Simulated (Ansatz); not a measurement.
Crystal: AlRu.

```
Ru Al
1.0
     2.99160    0.00000    0.00000
     0.00000    2.99160    0.00000
     0.00000    0.00000    2.99160
Ru Al
1 1
Direct
  0.50000 0.50000 0.50000
  0.00000 0.00000 0.00000
```

* Program: Ansatz 0.2.0
* Task: relaxation of cell and atoms
* Functional: PBEsol
* Potentials or basis: all-electron LAPW, scalar-relativistic
* Basis error allowed: 0.001 eV/atom
* k mesh: 9 × 9 × 9
* Occupations: fermi-dirac, width 0.05 eV
* Spin: no spin polarisation

At the start: volume 13.39 Å³/atom.

Question: Where does the relaxation end?

Answer: Over 4 steps the energy falls by 2.3 meV/atom and the volume is 13.18 Å³/atom (-1.6 %); space group Pm-3m (No. 221, to 0.05 Å).

Step by step:
| step | energy change (eV) | largest force (eV/Å) | volume (Å³) |
| --- | --- | --- | --- |
| 1 | 0.0000 | 0.0000 | 26.77 |
| 2 | -0.0042 | 0.0000 | 26.24 |
| 3 | -0.0045 | 0.0000 | 26.35 |
| 4 | -0.0045 | 0.0000 | 26.35 |

Final structure:
```xyz
2
Lattice="2.9759 0.0000 0.0000 0.0000 2.9759 0.0000 0.0000 0.0000 2.9759" Properties=species:S:1:pos:R:3 pbc="T T T"
Ru    1.4879    1.4879    1.4879
Al    0.0000    0.0000    0.0000
```
